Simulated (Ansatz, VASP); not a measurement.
AlN: VASP beside Ansatz

Contents of INCAR:

```
PREC = Accurate
ENCUT = 520
EDIFF = 1E-7
ISMEAR = 0
SIGMA = 0.02
LREAL = F
LASPH = T
NELM = 100
ALGO = Normal
ISIF = 2
LWAVE = F
LCHARG = F
GGA = PS
NBANDS = 11
```

KPOINTS

```
regular mesh
0
Gamma
  10 10 10
```

POSCAR

```
AlN
1.0
    0.0000000000      2.0533779819      2.0533779819
    2.1347587019     -0.0813807200      2.1347587019
    2.0533779819      2.0533779819      0.0000000000
Al N
1 1
Direct
    0.5042566613      0.4872300161      0.5042566613
   -0.0042566613      0.0127699839     -0.0042566613
```

Input for Ansatz:

```yaml
crystal:
  lattice:
    - [0.0, 2.0533779819, 2.0533779819]
    - [2.1347587019, -0.08138072, 2.1347587019]
    - [2.0533779819, 2.0533779819, 0.0]
  atoms:
    - { symbol: Al, position: [0.5042566613, 0.4872300161, 0.5042566613] }
    - { symbol: "N", position: [-0.0042566613, 0.0127699839, -0.0042566613] }
basis:
  ecutwfc: 420
kpoints:
  mp_grid: { grid: [10, 10, 10] }
hamiltonian:
  xc: pbesol
scf:
  occupations: { method: gaussian, width: 0.02 }
output:
  forces: true
  stress: true
  eigenvalues: true
  populations: true
```

Alike in both runs: task single point; functional PBEsol; k mesh 10 × 10 × 10; occupations gaussian, width 0.02 eV; no spin polarisation.

```csv
,VASP,Ansatz
version,VASP 6.6.1,Ansatz 0.2.0
potentials or method,"VASP PAW PBE potentials, release 64 (Al, N)","scalar-relativistic, plane waves, PAW"
plane-wave cutoff (eV),520,420
valence electrons in the cell,8,8
```

|  | VASP | Ansatz | Ansatz less VASP |
| --- | --- | --- | --- |
| gap on the k mesh at the Fermi level (eV) | 3.15 | 3.15 | +0.003 |
| least direct gap on the mesh (eV) | 3.82 | 3.81 | -0.014 |
| pressure (GPa) | -21.3 | -21.2 | +0.10 |
| largest component of the traceless stress (GPa) | 10.89 | 10.87 | -0.020 |
| rms of the force components (eV/Å) | 0.117 | 0.115 | -0.0021 |

Atom by atom the forces differ by 0.002 eV/Å (rms over components). With one functional, cell and mesh, what is left measures potentials, basis and numerics.

Caveats: so large a pressure means that the cell lies far from this level's equilibrium, or that cutoff or potentials fall short (VASP); the potentials were made for another functional, which shifts forces and pressure (VASP). A k mesh can miss the band edges.
